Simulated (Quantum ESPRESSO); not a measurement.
A computed N K-edge spectrum of one site in a crystal of B and N, with its zero at a photon energy of about 396.2 eV (raw 404.0 eV, less 7.8 eV of added terms; LDA puts this hole about 4 eV below PBE, itself good to a few eV). Method: Quantum ESPRESSO XSpectra, LDA, full core hole (charged cell) in a small cell, dipole transitions, broadening that rises with energy.

Energy from the lowest empty level; intensity scaled to a mean of 1 over the first 20 eV:

```
E (eV)  intensity
  -2.0       0.03
  -1.5       0.04
  -1.0       0.04
  -0.5       0.05
   0.0       0.07
   0.5       0.10
   1.0       0.16
   1.5       0.26
   2.0       0.43
   2.5       0.68
   3.0       1.04
   3.5       1.42
   4.0       1.86
   4.5       2.08
   5.0       2.28
   5.5       2.20
   6.0       2.05
   6.5       2.05
   7.0       1.99
   7.5       1.82
   8.0       1.68
   8.5       1.55
   9.0       1.48
   9.5       1.44
  10.0       1.39
  10.5       1.23
  11.0       1.03
  11.5       0.88
  12.0       0.78
  12.5       0.73
  13.0       0.72
  13.5       0.72
  14.0       0.73
  14.5       0.72
  15.0       0.68
  15.5       0.61
  16.0       0.53
  16.5       0.46
  17.0       0.41
  17.5       0.36
  18.0       0.34
  18.5       0.32
  19.0       0.31
  19.5       0.32
  20.0       0.33
  20.5       0.34
  21.0       0.35
  21.5       0.36
  22.0       0.36
  22.5       0.36
  23.0       0.34
  23.5       0.33
  24.0       0.32
  24.5       0.30
  25.0       0.29
  25.5       0.28
  26.0       0.26
  26.5       0.26
  27.0       0.25
  27.5       0.24
  28.0       0.24
  28.5       0.24
  29.0       0.25
  29.5       0.25
  30.0       0.26
  30.5       0.26
  31.0       0.27
  31.5       0.28
  32.0       0.29
```

Q: Which coordination does this site have?

A K edge sees empty p states; a tetrahedral site has σ* states alone, so there is no π* peak. It is atom 1 of BN (Qingsongite, F-43m), with 4 B at 1.57 Å (tetrahedral, site symmetry -43m). Its main maxima below 24 eV lie at 5.1 eV (2.29) and 21.8 eV (0.36). A near-edge spectrum doesn't fix the structure by itself; it is matched against candidates. The holes are only 5.1 Å apart, so the shape is probably not converged with cell size; no larger cell was run here. The structure is a published determination, not relaxed.

[Banner, clock and machine lines of the logs are left out without a mark of their own.]

[Logs are printed without paths, hosts, clocks, repeated set-up lines and the standing remarks that a program may print on its own settings, such as how far it seeks lower states.]

[Hosts, paths, dates, database ids (printed as entryN), source tags and the programs' standing remarks are cut or masked in the printed files.]

[Lists of maxima count a maximum above −3 eV only where it reaches 4 % of the highest in the window and stands out from its surroundings by 2 % of it (1.5 % where it reaches 55 %); shoulders and weaker maxima are passed over, and of the rest the first, up to two pre-edge ones and the few strongest are named.]
